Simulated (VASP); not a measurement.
Set up this calculation in VASP 6.6.1, as the native input.

```yaml
Task: single point
Functional: PBE
Potentials_or_basis: VASP PAW PBE potentials, release 64 (Mn_pv, O)
Cutoff: 520 eV
k_mesh: 7 × 7 × 7
Occupations: gaussian, width 0.05 eV
Spin: collinear spin, antiferromagnetic start
Starting_moments: "[4.0, -4.0, 0.0, 0.0] μB"
Hubbard_terms: Mn d U = 6 eV
Supercell_matrix: "[0, 1, 1, 1, 0, 1, 1, 1, 0]"
Further_INCAR_settings: ALGO = Normal; EDIFF = 1e-06
```

The structure of MnO lies in POSCAR:

```
MnO
1.0
   -1.4847429600      2.5716502300      2.8980711300
    2.9694859100      0.0000000000      2.8980711300
    1.4847429500      2.5716502300      0.0000000000
Mn O
2 2
Direct
    0.0000000000      0.0000000000      0.0000000000
    0.5000000000      0.5000000000      0.5000000000
    0.0833333333      0.4166666667      0.2500000000
    0.5833333333      0.9166666667      0.7500000000
```

Measurements of this composition are mostly on another form, of space group No. 225.

The input as run:

INCAR

```
SYSTEM = MnO
PREC = Accurate
ENCUT = 520
EDIFF = 1E-6
ISMEAR = 0
SIGMA = 0.05
LREAL = .FALSE.
LASPH = .TRUE.
NELM = 150
ALGO = Normal
ISIF = 2
LWAVE = .FALSE.
LCHARG = .TRUE.
ISPIN = 2
MAGMOM = 4 -4 0 0
LORBIT = 11
LMAXMIX = 4
LDAU = .TRUE.
LDAUTYPE = 2
LDAUL = 2 -1
LDAUU = 6 0
LDAUJ = 0 0
LDAUPRINT = 1
GGA = PE
LELF = .TRUE.
LVHAR = .TRUE.
```

KPOINTS

```
regular mesh
0
G
  7 7 7
  0 0 0
```

Potentials or basis: VASP PAW PBE potentials, release 64 (Mn_pv, O).

Run with:

```sh
$ cat potpaw_PBE.64/Mn_pv/POTCAR potpaw_PBE.64/O/POTCAR > POTCAR
$ mpirun -np 1 vasp_std > vasp.out
```

It gave:

```json
{
  "Pressure": "4.7 GPa",
  "Largest force": "0.042 eV/Å",
  "Band gap on the k mesh": "1.02 eV",
  "Net moment": "0.00 μB per cell",
  "Site moments": "Mn +4.63, -4.63; O +0.00 μB",
  "Valence electrons inside the program's atomic spheres": "Mn 11.34; O 5.00"
}
```

Caveat: an odd mesh through Γ misses points on the zone boundary, where band edges often lie.

Run time: 74 s on 1 thread of Intel(R) Xeon(R) Platinum 8488C (Sapphire Rapids), on a shared host, peak memory 0.24 GiB.
